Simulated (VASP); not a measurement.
# W under changes of volume

One of the cells (16.165 Å³/atom); the others are scaled copies at fixed shape and fractional positions:

```xyz
1
Lattice="-1.5928 1.5928 1.5928 1.5928 -1.5928 1.5928 1.5928 1.5928 -1.5928" Properties=species:S:1:pos:R:3 pbc="T T T"
W     0.0000    0.0000    0.0000
```

| Quantity | Value |
| --- | --- |
| Program | VASP 6.6.1 |
| Functional | PBEsol |
| Potentials or basis | VASP PAW PBE potentials, release 64 (W_sv) |
| Cutoff | 520 eV |
| k mesh | 12 × 12 × 12 |
| Occupations | fermi-dirac, width 0.05 eV |
| Spin | no spin polarisation |

```csv
volume (Å³/atom),energy over the lowest point (meV/atom),pressure (GPa)
14.897,?,?
15.214,15.46,11.4
15.531,0.00,4.2
16.165,8.34,-8.3
16.482,29.78,-13.7
16.798,61.36,-18.5
```

What does the run at 14.897 Å³/atom give?

Energy over the lowest point 45.85 meV/atom; pressure 19.3 GPa.

Worked out: A Birch-Murnaghan fit of order 3 (a polynomial in V^(-2/3)) to the other rows has its minimum at 15.74 Å³/atom with B0 = V·E''(V) = 318 GPa and B' = 3.6. It gives 45.70 meV/atom at 14.897 Å³/atom, against the run's 45.85, and -dE/dV = 19.3 GPa, against 19.3.

Energies are extrapolated to zero smearing.

Caveats: the PAW data sets were made with another functional, which shifts forces and pressure a little.
